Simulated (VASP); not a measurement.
A run of VASP 6.6.1 is set up as follows.

Contents of INCAR:

```
PREC = Accurate ; ENCUT = 600
EDIFF = 1E-6 ; ISMEAR = 0
SIGMA = 0.03 ; LREAL = False
LASPH = True ; NELM = 80
ALGO = Normal ; ISIF = 3
LWAVE = False ; LCHARG = False
GGA = PE ; IBRION = 2
NSW = 90 ; EDIFFG = -0.01
KPAR = 2
```

KPOINTS

```
Automatic mesh
0
Gamma
  9 9 2
```

The input POSCAR:

```
GaS
1.0
    3.5850000000      0.0000000000      0.0000000000
   -1.7925000000      3.1047010726      0.0000000000
    0.0000000000      0.0000000000     15.5000000000
Ga S
4 4
Direct
    0.3333333333      0.6666666667      0.1700000000
    0.6666666667      0.3333333333      0.6700000000
    0.3333333333      0.6666666667      0.3300000000
    0.6666666667      0.3333333333      0.8300000000
    0.3333333333      0.6666666667      0.6000000000
    0.6666666667      0.3333333333      0.1000000000
    0.3333333333      0.6666666667      0.9000000000
    0.6666666667      0.3333333333      0.4000000000
```

Potentials or basis: VASP PAW PBE potentials, release 64 (Ga_d, S).

Command:

```console
$ cat potpaw_PBE.64/Ga_d/POTCAR potpaw_PBE.64/S/POTCAR > POTCAR
$ mpirun -np 2 vasp_std > vasp.out
```

(1) Predict the band gap on the k mesh.

(2) What does it give for the relaxed cell?

(3) Estimate the relaxed volume.

## Answers

(1) 1.96 eV, indirect (least direct gap 1.98 eV).

(2) a = 3.628 Å, b = 3.628 Å, c = 17.266 Å, α = 90.00°, β = 90.00°, γ = 120.00°.

(3) 24.60 Å³/atom.

Caveat: an odd mesh through Γ misses points on the zone boundary, where band edges often lie; this functional lacks dispersion, which binds the layers, so the pressure and a relaxed spacing across them are unreliable; the volume moved by +14 % from the deposited cell, more than functionals usually miss.
